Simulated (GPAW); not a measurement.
Crystal: ZrSi2.

```
Zr Si
1.0
     1.85300   -7.36750    0.00000
     1.85300    7.36750    0.00000
     0.00000    0.00000    3.67200
Zr Si
2 4
Direct
  0.10540 0.89460 0.25000
  0.89460 0.10540 0.75000
  0.75040 0.24960 0.25000
  0.24960 0.75040 0.75000
  0.44780 0.55220 0.25000
  0.55220 0.44780 0.75000
```

Base run:

- Program: GPAW 26.7.0
- Functional: LDA
- Potentials or basis: the program's PAW data sets (release 1.2.1) made for this functional
- Cutoff: 600 eV
- Basis: pw
- k mesh: 5 × 5 × 5
- Occupations: fermi-dirac, width 0.05 eV
- Spin: no spin polarisation

Its results: pressure -5.1 GPa; largest force 0.104 eV/Å.

Q: The run is repeated on the same cell with these changes: cutoff from 600 eV to 450 eV; k mesh from 5 × 5 × 5 to 6 × 6 × 6. What comes out?

A: Pressure -5.6 GPa; largest force 0.173 eV/Å.

Caveats: the cutoff is short for stress and forces, so pressures can be off by a GPa or more (some runs).

Not every run made on this cell is shown here.
